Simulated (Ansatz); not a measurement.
WC: strain energy, fitted

WC, P-6m2, a = 2.912 Å, c = 2.836 Å. Ansatz: r2SCAN, PAW, 500 eV, Γ-centred 24×24×18 mesh on 2 atoms, Gaussian smearing 0.10 eV; no spin polarisation. Series: biaxial strain in the a-b plane, c and atoms relaxed; x is the strain in per cent. y is the free energy over the unstrained cell, V0 = 10.415 Å³/atom.

```tsv
x (%)	y (meV/atom)
-4.5	?
-3.0	58.00
-1.5	14.07
0.0	0.00
1.5	12.61
3.0	49.21
4.5	107.14
```

Problem. Fit y = c2 x² + c3 x³ to the other rows, turn c2 into a modulus, and predict the missing energy.

Solution. Least squares on the rows shown. y = 5.9737 x² − 0.15354 x³. In eV per unit strain² c2 is 59.74; M is the biaxial modulus (E = M V0 ε²): 59.74 × 160.2 / (10.415) = 919 GPa. At x = -4.5 the fit asked for gives 134.96 meV/atom. The run gave 135.12 meV/atom, so the fit is 0.16 meV/atom too low, within the rms miss on the fitted rows (0.25 meV/atom).

Spin–orbit coupling is left out, which can shift energies with elements as heavy as these.